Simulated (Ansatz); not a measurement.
# Ga (P2_1/m) in Ansatz: further runs

Runs on Ga. Level: PBE0. Tasks: single point, equation of state.

All numbers are computed with Ansatz 0.2.0; they aren't measurements. Logs are shortened: lines on timing, memory, paths and dates and some standing lists are left out, and cuts for length are marked.

## Step 1: The crystal as given

Symmetry: P2_1/m, No. 11, monoclinic system. Conventional cell: a = 2.778 Å, b = 3.282 Å, c = 4.210 Å, α = 90.00°, β = 108.61°, γ = 90.00°. Around Ga (site symmetry m) lie 8 Ga at 2.71 to 2.84 Å.

This isn't the form of Ga at room conditions, which is orthorhombic.

## Step 2: Single point, PBE0, 17.10 Å³/atom (volume scaled by 0.94)

input.yaml

```yaml
crystal:
  lattice:
    - [2.7217036785, 0.0, 0.0]
    - [0.0, 3.2146183849, 0.0]
    - [-1.3160064422, 0.0, 3.9088161735]
  atoms:
    - { symbol: Ga, position: [0.13459627, 0.75, 0.77016683] }
    - { symbol: Ga, position: [0.86540373, 0.25, 0.22983317] }
hamiltonian:
  xc: pbe0
  pseudopotentials: { kind: paw }
kpoints:
  mp_grid: { grid: [6, 4, 4] }
scf:
  occupations: { method: fermi_dirac, width: 0.05 }
output:
  forces: true
  stress: true
  eigenvalues: true
  write_density: true
  write_potential: true
  elf: true
  volumetric_format: npy
```

Potentials or basis: Ansatz PAW.

The run is started by

```sh
$ ansatz run input.yaml --threads 2 --pin off --max-ram 5632MiB --backend cpu --events-out ev --progress --plain --runs-dir out
```

Log:

```text
Warning: output.stress: scf.convergence.dr2_threshold = 1e-7 eV (the SCF's general default) is looser than the 2e-10 eV advised for a printed stress (1e-10 eV for each atom of the cell: 2). What an SCF threshold leaves in a stress goes as its square root, and in the free energy as the threshold itself, and one threshold admits the most on a small cell: of the crystals measured, under no hybrid functional and no lock of the moments, on runs that ended without the residual-converged pass, on stresses that held no estimate of that error, the worst erred by over 100 MPa in a component at 1e-7 eV an atom and by under 5 at 1e-10. Set scf.convergence.dr2_threshold to 2e-10 eV or tighter. The threshold is an SCF's pass mark: one that does not reach it within its budget of iterations ends unconverged, or closes short of it on a stop that the run arms, and scf.convergence.dr2_threshold's page says what that costs each kind of run
Warning: output.stress: scf.exx.energy_threshold = 1e-6 eV is looser than the 2e-8 eV advised for a stress under a hybrid functional (1e-8 eV for each atom of the cell: 2). Every SCF of the exchange loop can meet its threshold on dr2 while the loop round them stops early: no threshold on dr2 bounds what that leaves in the stress. Set scf.exx.energy_threshold to 2e-8 eV or tighter. The threshold is the loop's pass mark: a loop that does not reach it within its budget of cycles ends unconverged, and scf.exx.energy_threshold's page has the law
Warning: RAYON_NUM_THREADS=2 ignored (pool sized by the plan → 2); use --threads N
Engine: ansatz 0.2.0, x86_64-unknown-linux-gnu
Pseudopotentials: kind: paw
Pseudopotential: Ga, paw, valence charge 13, recommended cutoff 420 eV (normal), Ga.paw.azcp
Functional definition: PBE0
  parameter a = 0.25
  parameter kappa = 0.804
  parameter beta = 0.06672455060314922
  exchange = (1 - a)*pbe_x(kappa = kappa, mu = beta*pi^2/3) + a*exact_x
  correlation = pbe_c(beta = beta)
Crystal: 2 atoms, lattice volume = 34.199 Å³
Basis set: ecut = 420 eV, 671 PW (Γ), exchange–correlation on 40×48×60 points (8 copies of the dense FFT grid, shifted against one another)
Bands: 17, of which v1, the nominal top of the filled ones, is band 13 counted from 1 (12 counted from 0)
Symmetry: 4 space group operations
Space group: P21/m (ITA 11), of the structure as read, at distance tolerance 3.2e-5 Å
k-points: 42 of 96
Non-local potential: Ga, projectors of the file, l = 0: 2, l = 1: 2, l = 2: 3, l = 3: 1
PAW form: soft (Blöchl's): semilocal exchange-correlation on the pseudo side does not see the compensation charge
PAW frozen core: Ga, regenerated for the run's functional, and the local potential with it (the file was generated under x = pbe(κ = 0.804, μ = 0.2195149727645171), c = pbe(β = 0.06672455060314922))
PAW one-centre angular grid: Ga, 590 points (default); XC on 64 Gauss nodes
Initial density: superposition of atomic densities (neutral atoms: chi_scale 0, normalization atom), corrected by the library's trained network
Initial wavefunctions: pseudopotential atomic-orbital guess
Functional: x = pbe(κ = 0.804, μ = 0.2195149727645171), c = pbe(β = 0.06672455060314922), warm-up for x = 0.75 pbe(κ = 0.804, μ = 0.2195149727645171) + 0.25 exact, c = pbe(β = 0.06672455060314922)
SCF iter   1: F=—  HF=-7566.011118 eV  |F-HF|=—  |Δ(HF+E_count)|=         —  Δρ=1.83e-3  dr2=8.79e-4  ethr=1.77e-3  ⟨swp⟩=6.0  Hψ=2796  notcnv=0
preconditioner: auto → none  [insulator: Δε(μ)=0.309 eV  Ē_g=17.693 eV  σ=0.050 eV  W_gap=0.75  n_scr=12 (ndim 8)  ℏωp=32.4 eV  f_vac=0.000  D(μ)=0.35/eV (n_scr^D=0)]
SCF iter   2: F=—  HF=-7566.011205 eV  |F-HF|=—  |Δ(HF+E_count)|=   8.67e-5  Δρ=8.11e-4  dr2=1.38e-4  ethr=3.38e-6  ⟨swp⟩=3.0  Hψ=1627  notcnv=0
iter 3 solved again at ethr=4.52e-8 eV; its pass at ethr=5.29e-7 eV (dr2=1.18e-5 eV) is discarded
SCF iter   3: F=—  HF=-7566.011236 eV  |F-HF|=—  |Δ(HF+E_count)|=   3.16e-5  Δρ=2.24e-4  dr2=1.37e-5  ethr=4.52e-8  ⟨swp⟩=4.0  Hψ=3183  notcnv=0
eigensolver tolerance schedule calibrated: the retry pair's looser diagonalisation under-reported the residual by θ = 0.14 (0.14/decade); ethr = c·dr2/N_el runs at the constant in force after the calibration composes with the one it found (an armed cap, an earlier calibration), c = 5.5e-2
SCF iter   4: F=—  HF=-7566.011234 eV  |F-HF|=—  |Δ(HF+E_count)|=   2.48e-6  Δρ=5.28e-5  dr2=5.55e-7  ethr=2.89e-8  ⟨swp⟩=4.0  Hψ=1983  notcnv=0
SCF iter   5: F=—  HF=-7566.011234 eV  |F-HF|=—  |Δ(HF+E_count)|=   1.09e-7  Δρ=1.43e-5  dr2=4.60e-8  ethr=1.16e-9  ⟨swp⟩=4.0  Hψ=2247  notcnv=0
SCF iter   6: F=—  HF=-7566.011234 eV  |F-HF|=—  |Δ(HF+E_count)|=   6.07e-9  Δρ=4.16e-6  dr2=2.92e-9  ethr=9.66e-11  ⟨swp⟩=4.0  Hψ=2258  notcnv=0
SCF iter   7: F=-7566.011234 eV  HF=-7566.011234 eV  |F-HF|=9.73e-11  |Δ(HF+E_count)|=   1.94e-9  Δρ=8.66e-7  dr2=1.05e-10  ethr=6.14e-12  ⟨swp⟩=3.0  Hψ=1396  notcnv=0
SCF 1 converged in 7 iterations: F = -7566.011234 eV  dr2 = 1.05e-10
Initial density: handed on by an earlier stage of this run
Initial wavefunctions: those handed on with the density
Functional: x = 0.75 pbe(κ = 0.804, μ = 0.2195149727645171) + 0.25 exact, c = pbe(β = 0.06672455060314922)
Frozen-core exchange: fock
iter 1 solved again at ethr=4.89e-5 eV; its pass at ethr=1.00e-1 eV (dr2=2.33e-2 eV) is discarded
SCF iter   1: F=—  HF=-7566.929029 eV  |F-HF|=—  |Δ(HF+E_count)|=         —  Δρ=1.77e-2  dr2=4.21e-2  ethr=4.89e-5  ⟨swp⟩=4.1  Hψ=4145  notcnv=0
eigensolver tolerance schedule calibrated: the retry pair's looser diagonalisation under-reported the residual by θ = 0.42 (0.13/decade); ethr = c·dr2/N_el runs at the constant in force after the calibration composes with the one it found (an armed cap, an earlier calibration), c = 5.5e-2
preconditioner: auto → none  [insulator: Δε(μ)=0.936 eV  Ē_g=21.672 eV  σ=0.050 eV  W_gap=0.58  n_scr=12 (ndim 8)  ℏωp=32.4 eV  f_vac=0.000  D(μ)=0.27/eV (n_scr^D=0)]
[... 5 lines left out ...]
SCF 2 converged in 6 iterations: F = -7566.905072 eV  dr2 = 7.94e-9
  Residual-converged pass: ⟨swp⟩=3.0  Hψ=1480  notcnv=0  max |occ|·‖R‖ = 6.5e-6 eV (tolerance 6.7e-6 eV)  dr2=8.11e-9  dr2_onsite=3.08e-9  max |Δocc| = 1.2e-13
hybrid outer 1: dexx = +1.092e-2 eV, tail = 9.78e-3 eV
Frozen-core exchange: fock
[... 1 line left out ...]
preconditioner: auto → none  [insulator: Δε(μ)=0.862 eV  Ē_g=21.435 eV  σ=0.050 eV  W_gap=0.50  n_scr=12 (ndim 8)  ℏωp=32.4 eV  f_vac=0.000  D(μ)=0.21/eV (n_scr^D=0)]
[... 3 lines left out ...]
SCF 3 stopped early in 4 iterations: F = -7566.918230 eV  dr2 = 1.16e-5
  Residual-converged pass: ⟨swp⟩=2.0  Hψ=1181  notcnv=0  max |occ|·‖R‖ = 6.3e-6 eV (tolerance 6.7e-6 eV)  dr2=1.16e-5  dr2_onsite=2.83e-6  max |Δocc| = 8.9e-14
hybrid outer 2: dexx = +5.271e-4 eV, tail = 1.38e-4 eV, Δε = 1.56e-1 eV (about 1.42e-2 eV left of the loop's levels), ΔF = 8.78e-3 eV/Å (tail 2.35e-2)
Frozen-core exchange: fock
[... 1 line left out ...]
preconditioner: auto → none  [insulator: Δε(μ)=0.824 eV  Ē_g=21.414 eV  σ=0.050 eV  W_gap=0.50  n_scr=12 (ndim 8)  ℏωp=32.4 eV  f_vac=0.000  D(μ)=0.21/eV (n_scr^D=0)]
[... 3 lines left out ...]
SCF iter   5: F=—  HF=-7566.918263 eV  |F-HF|=—  |Δ(HF+E_count)|=   2.97e-7  Δρ=4.97e-5  dr2=5.49e-7  ethr=3.02e-10  ⟨swp⟩=4.0  Hψ=2355  notcnv=0
SCF iter   6: F=—  HF=-7566.918263 eV  |F-HF|=—  |Δ(HF+E_count)|=   7.97e-8  Δρ=1.71e-5  dr2=2.35e-7  ethr=3.02e-10  ⟨swp⟩=3.0  Hψ=1381  notcnv=0
SCF iter   7: F=—  HF=-7566.918263 eV  |F-HF|=—  |Δ(HF+E_count)|=   3.53e-9  Δρ=1.26e-6  dr2=1.96e-7  ethr=8.49e-11  ⟨swp⟩=3.5  Hψ=1789  notcnv=0
SCF iter   8: F=—  HF=-7566.918264 eV  |F-HF|=—  |Δ(HF+E_count)|=   1.29e-6  Δρ=7.24e-6  dr2=4.24e-8  ethr=1.00e-12  ⟨swp⟩=5.0  Hψ=2803  notcnv=0
SCF iter   9: F=—  HF=-7566.918264 eV  |F-HF|=—  |Δ(HF+E_count)|=   1.42e-8  Δρ=4.94e-7  dr2=7.31e-9  ethr=1.00e-12  ⟨swp⟩=4.8  Hψ=2402  notcnv=0
Mixer restart at iter 9: flushing history
SCF iter  10: F=—  HF=-7566.918264 eV  |F-HF|=—  |Δ(HF+E_count)|=   3.33e-8  Δρ=1.58e-6  dr2=2.03e-9  ethr=1.00e-12  ⟨swp⟩=4.2  Hψ=2327  notcnv=0
SCF iter  11: F=-7566.918264 eV  HF=-7566.918264 eV  |F-HF|=1.86e-10  |Δ(HF+E_count)|=  8.96e-10  Δρ=6.26e-7  dr2=2.50e-10  ethr=1.00e-12  ⟨swp⟩=4.0  Hψ=2317  notcnv=0
SCF 4 converged in 11 iterations: F = -7566.918264 eV  dr2 = 2.50e-10
  Residual-converged pass: ⟨swp⟩=2.0  Hψ=923  notcnv=0  max |occ|·‖R‖ = 2.6e-7 eV (tolerance 2.7e-7 eV)  dr2=2.50e-10  dr2_onsite=2.55e-11  max |Δocc| = 1.4e-15
hybrid outer 3: dexx = +2.131e-6 eV, tail = 4.25e-7 eV, Δε = 3.62e-3 eV (about 8.81e-5 eV left of the loop's levels), ΔF = 4.54e-4 eV/Å (tail 1.33e-4)
Frozen-core exchange: fock
SCF iter   1: F=—  HF=-7566.918264 eV  |F-HF|=—  |Δ(HF+E_count)|=         —  Δρ=1.09e-6  dr2=4.78e-10  ethr=1.18e-10  ⟨swp⟩=5.4  Hψ=1711  notcnv=0
preconditioner: auto → none  [insulator: Δε(μ)=0.824 eV  Ē_g=21.416 eV  σ=0.050 eV  W_gap=0.50  n_scr=12 (ndim 8)  ℏωp=32.4 eV  f_vac=0.000  D(μ)=0.21/eV (n_scr^D=0)]
SCF iter   2: F=-7566.918264 eV  HF=-7566.918264 eV  |F-HF|=1.82e-11  |Δ(HF+E_count)|=  8.55e-11  Δρ=5.01e-7  dr2=5.15e-11  ethr=1.00e-12  ⟨swp⟩=4.1  Hψ=1573  notcnv=0
SCF 5 converged in 2 iterations: F = -7566.918264 eV  dr2 = 5.15e-11
  Residual-converged pass: ⟨swp⟩=3.4  Hψ=1774  notcnv=0  max |occ|·‖R‖ = 2.7e-7 eV (tolerance 2.7e-7 eV)  dr2=4.90e-11  dr2_onsite=1.75e-11  max |Δocc| = 8.9e-16
hybrid outer 4: dexx = +2.252e-10 eV, tail = 1.45e-10 eV, Δε = 3.81e-5 eV (about 1.07e-5 eV left of the loop's levels), ΔF = 9.52e-5 eV/Å (tail 6.32e-5)
hybrid SCF converged: 4 outer / 23 inner (+7 warm-up), last move |dexx| = 2.25e-10 eV, tail = 1.45e-10 eV
Stability not checked: this state was not tested for a lower state beside it, because the functional holds exact exchange (a hybrid, or Hartree-Fock), whose exchange loop this test does not read (fock_operator; see scf.lower_state_search)
Free energy (F): -7566.918264 eV
Frozen-core exchange: fock
Harris-Foulkes:  -7566.918264 eV  (|F-HF|=1.82e-11)
Internal energy: -7566.916799 eV  (E = F + TS)
E sigma→0 (E₀):  -7566.917532 eV
Entropy (-TS):   -0.001465 eV (-0.733 meV/atom)
Fermi energy:    10.789327 eV
--- Per-component energies (eV) ---
  E_band       = -115.551251
  E_kinetic    = 230.196227
  E_local      = -3482.461252  (includes V_loc(G=0)·N_el)
  E_nonlocal   = 848.610962
  E_hartree    = 1653.195875
  E_xc         = -107.099766
  E_vxc        = -90.366949  (∫ρ·V_xc dr)
  E_exx        = -106.493384  (= α·E_x^exact, valence–valence)
  E_paw        = -3902.749957  (= ΣΔE_a)
  E_vpaw       = -714.934746  (= ΣTr[D̂ρ^β])
  E_aug_tail   = -0.000232  (compensation charges beyond the density's cutoff)
  E_ewald      = -2700.237984
  E_core_change = 0.122711  (= ΣΔE_core)
  E_smearing   = -0.001465  (= −TS)
  E_closure    = 0.000000  (closes the sum)
  Σ components = -7566.918264   (vs F -7566.918264, Δ=-9.09e-13)
--- Forces (eV/Å), atoms counted from 1 ---
  atom   1  Ga    -0.01918563     0.00000000     0.13984603
  atom   2  Ga     0.01918563     0.00000000    -0.13984603
  max |Σ_I F_I| component: 0.00e0 eV/Å
--- Stress (GPa, compression-positive) ---
        4.683487       0.000000       0.066732
        0.000000       3.542548       0.000000
        0.066732       0.000000       4.381249
  P = ⅓ Tr σ = 4.2024 GPa (42.024 kbar)
--- Band table (eV; the first three rows and the last of 42) ---
  k-point 0: bands = ["-7.6418", "-7.6332", "-7.5568", "-7.5501", "-7.2522", "-7.2504", "-7.1888", "-7.1849", "-7.1771", "-7.0286", "-2.8276", "8.0100", "9.6102", "13.4942", "17.4694", "21.9788", "23.1977"]
  k-point 1: bands = ["-7.6700", "-7.5538", "-7.5531", "-7.4568", "-7.3123", "-7.2787", "-7.2339", "-7.1492", "-7.1239", "-7.1223", "-2.1459", "3.6646", "14.2674", "15.1170", "18.4856", "20.2688", "20.4110"]
  k-point 2: bands = ["-7.7044", "-7.4597", "-7.4006", "-7.3790", "-7.3449", "-7.3305", "-7.3177", "-7.2965", "-7.1290", "-7.0835", "-0.4566", "0.5390", "16.0327", "17.2676", "18.5375", "18.8824", "19.7070"]
  k-point 41: bands = ["-7.5809", "-7.5809", "-7.5326", "-7.5326", "-7.2627", "-7.2627", "-7.2041", "-7.2041", "-7.0489", "-7.0489", "7.4710", "7.4710", "8.8515", "8.8515", "13.5868", "13.5868", "16.3175"]
```

Run time: 2.2 min. Hardware: 2 threads of Intel Xeon at 2.50GHz (Skylake/Cascade Lake), shared host; peak memory 0.88 GiB.

What came out:

* Free energy: -7566.9183 eV
* Pressure: 4.2 GPa
* Largest force: 0.141 eV/Å
* Band gap on the k mesh: none (metal or under the smearing width)

Caveat: the k mesh is coarse (spacing up to 0.49 Å⁻¹), so the values aren't converged, least of all with exact exchange; the PAW data sets come from PBE, with cores solved anew for the run's functional, which leaves a small shift of forces and pressure; the thresholds are loose for stress.

(Continued in part 2 of 2.)
